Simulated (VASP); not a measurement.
The system is BeSe.

```
Be Se
1.0
     0.00000    2.53500    2.53500
     2.53500    0.00000    2.53500
     2.53500    2.53500    0.00000
Be Se
1 1
Direct
  0.00000 0.00000 0.00000
  0.25000 0.25000 0.25000
```

- Program: VASP 6.6.1
- Task: relaxation of cell and atoms
- Functional: PBE
- Dispersion: D3(BJ)
- Potentials or basis: VASP PAW PBE potentials, release 64 (Be, Se)
- Cutoff: 600 eV
- k mesh: 10 × 10 × 10
- Occupations: gaussian, width 0.03 eV
- Spin: no spin polarisation

At the start: pressure 2.2 GPa; volume 16.29 Å³/atom.

Problem. How do energy, volume and symmetry change on relaxing?

Solution. Over 3 steps the energy falls by 2.8 meV/atom and the volume is 16.71 Å³/atom (+2.6 %); space group F-43m (No. 216, to 0.05 Å).

Step by step:
```tsv
step	energy change (eV)	largest force (eV/Å)	pressure (GPa)	volume (Å³)
1	0.0000	0.0000	2.18	32.58
2	-0.0052	0.0000	-0.55	33.64
3	-0.0056	0.0000	0.02	33.41
```

Final structure:
```
Be Se
1.0
     0.00000    2.55645    2.55645
     2.55645    0.00000    2.55645
     2.55645    2.55645    0.00000
Be Se
1 1
Cartesian
  0.0000 0.0000 0.0000
  1.2782 1.2782 1.2782
```
